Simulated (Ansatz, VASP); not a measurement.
# C: VASP beside Ansatz

```xyz
2
Lattice="0.0000 1.8113 1.8113 1.8113 0.0000 1.8113 1.8113 1.8113 0.0000" Properties=species:S:1:pos:R:3 pbc="T T T"
C     1.8113    1.8113    1.8113
C     2.7170    2.7170    2.7170
```

Alike in both runs: task single point; functional PBE; k mesh 12 × 12 × 12; occupations gaussian, width 0.02 eV; no spin polarisation.

```csv
,VASP,Ansatz
version,VASP 6.6.1,Ansatz 0.2.0
potentials or method,"VASP PAW PBE potentials, release 64 (C)","scalar-relativistic, plane waves, PAW"
plane-wave cutoff (eV),520,420
valence electrons in the cell,8,8
```

```tsv
	VASP	Ansatz	Ansatz less VASP
gap on the k mesh at the Fermi level (eV)	4.05	4.06	+0.011
least direct gap on the mesh (eV)	5.46	5.47	+0.008
pressure (GPa)	-16.5	-17.0	-0.51
```

Caveats: so large a pressure means that the cell lies far from this level's equilibrium, or that cutoff or potentials fall short (VASP).
